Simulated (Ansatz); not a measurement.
# ScAl2: enthalpy against pressure

ScAl2, Fd-3m, a = 7.555 Å. The structure is a Materials Project entry; whether it is the stable form wasn't checked. Ansatz: r2SCAN, PAW, 500 eV, Γ-centred 8×8×8 mesh on 6 atoms, Gaussian smearing 0.10 eV; no spin polarisation. Cell and atoms are relaxed at each pressure, and no other structure is tried, so the rows at high pressure may lie past a change of phase. y is the enthalpy over the state at zero pressure; there V0 = 17.970 Å³/atom. The pressures are the targets, met within 0.06 GPa.

```tsv
P (GPa)	y (eV/atom)
-1.0	-0.1128
0.0	0.0000
1.0	0.1116
4.0	0.4398
12.0	1.2746
25.0	2.5348
50.0	?
90.0	7.8602
```

Problem. Fit y = c1 P + c2 P² + c3 P³ to the other rows, say what c1 and c2 mean, and predict the missing value.

Solution. Least squares on the rows shown. y = 0.11145 P − 0.00045465 P² + 2.0742×10⁻⁶ P³. Since dH/dP = V, c1 is V0: 0.11145 eV/GPa × 160.2 = 17.854 Å³ against 17.970; c2 = −V0/(2B0) gives B0 = 123 GPa, where a Birch–Murnaghan fit to the volumes of the same runs (not shown) gives 95 GPa: a cubic over this range folds the higher terms into c2. Above P = −c2/(3 c3) = 73 GPa the cubic's slope, the volume, would rise with pressure, so the form fails there. At P = 50.0 the fit asked for gives 4.6951 eV/atom. The run gave 4.7352 eV/atom, so the fit is 0.0401 eV/atom too low, 0.5 % of the span of the series, against an rms of 0.0008 eV/atom on the fitted rows. With a term in P⁴ added, a fit to the same known rows predicts 4.7598 eV/atom, a smaller miss on the other side.

The mesh isn't the same in all rows (8×8×8, 10×10×10).